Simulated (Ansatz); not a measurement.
A generator proposed this cell of GaP.

```
CELL_PARAMETERS angstrom
-2.17766 2.17766 1.96916
2.17766 -2.17766 1.96916
2.17766 2.17766 -1.96916
ATOMIC_POSITIONS crystal
Ga 0.00000 0.00000 0.00000
P 0.50000 0.50000 0.00000
```

Method: DFT PBE, scalar-relativistic, plane waves, PAW in Ansatz 0.2.0. Settings: cutoff 420 eV, Γ-centred mesh 6×6×6 on the computed 2-atom cell, Gaussian smearing of 0.10 eV; no spin polarisation.

Formation energies are uncorrected and refer to the elements' standard structures at the same level. The references include black phosphorus.

Problem. What does a single point on this coarse mesh give?

Solution. The pressure is 29.7 GPa (the mean over three directions, positive in compression), the largest force is 0.00 eV/Å (symmetry fixes the atoms), and the energy is +1.26 eV/atom against the elements. The shortest distance is 1.97 Å.

Problem. Is it a good guess?

Solution. A poor one: relaxing gains about 1.3 eV/atom (the start's value is from the coarse mesh, so the gain is rough) in 14 ionic steps and ends at −0.02 eV/atom on the finer mesh. The symmetry goes from I4/mmm (No. 139) to Fm-3m (No. 225). The end has the rock salt type. The volume per atom shrinks by 8.1 %, from 18.7 to 17.2 Å³. The shortest distance goes from 1.97 Å (Ga–P) to 2.58 Å (Ga–P). Conventional cell: a = 5.158 Å. Ga is surrounded by 6 P at 2.58 Å; P has 6 Ga at 2.58 Å.

The last run used an 18×18×18 mesh for its 2-atom cell and Gaussian smearing of 0.10 eV. The k mesh leaves some 4 meV/atom of noise in the energy of each metallic cell. The reference form of P is held partly by dispersion forces, which this level lacks. The relaxation can't lower the symmetry of the start, and the grade says only how near the guess is to its own end. Symmetry constrained the relaxation, so the result can be a saddle point. Another cell of GaP relaxed alike, in F-43m (a cell as deposited in COD), lies 0.41 eV/atom lower, so this cell isn't the stable form at this level.
